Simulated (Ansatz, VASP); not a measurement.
**Two plane-wave programs on WSe2**

```
W Se
1.0
     3.24991    0.00000    0.00000
    -1.62496    2.81451    0.00000
     0.00000    0.00000   12.82075
W Se
2 4
Cartesian
  1.6250 0.9382 9.6156
  0.0000 1.8763 3.2052
  0.0000 1.8763 11.2823
  1.6250 0.9382 4.8719
  0.0000 1.8763 7.9488
  1.6250 0.9382 1.5385
```

Alike in both runs: functional LDA; k mesh 9 × 9 × 2; occupations gaussian, width 0.02 eV; no spin polarisation.

Ansatz relaxed the structure, and its values are those at the end. VASP's run is a single point on that final structure, the one shown.

```csv
,VASP,Ansatz
version,VASP 6.6.1,Ansatz 0.2.0
potentials or method,"VASP PAW LDA potentials, release 64 (W_sv, Se)","scalar-relativistic, plane waves, PAW"
plane-wave cutoff (eV),520,420
valence electrons in the cell,52,92
```

|  | VASP | Ansatz | Ansatz less VASP |
| --- | --- | --- | --- |
| gap on the k mesh at the Fermi level (eV) | 0.98 | 0.99 | +0.011 |
| least direct gap on the mesh (eV) | 1.62 | 1.62 | -0.003 |
| pressure (GPa) | 0.8 | 0.0 | -0.79 |
| rms of the force components (eV/Å) | 0.049 | 0.000 | -0.0487 |

The two sets of potentials don't hold the same shells in valence. Ansatz warned: «pseudo_functional_mismatch».

Caveats: spin-orbit coupling is left out, which moves the levels of the heavy elements; an odd mesh through Γ misses points on the zone boundary, where band edges often lie. Expect the measured gap to be larger: semilocal functionals such as LDA lack the derivative discontinuity.
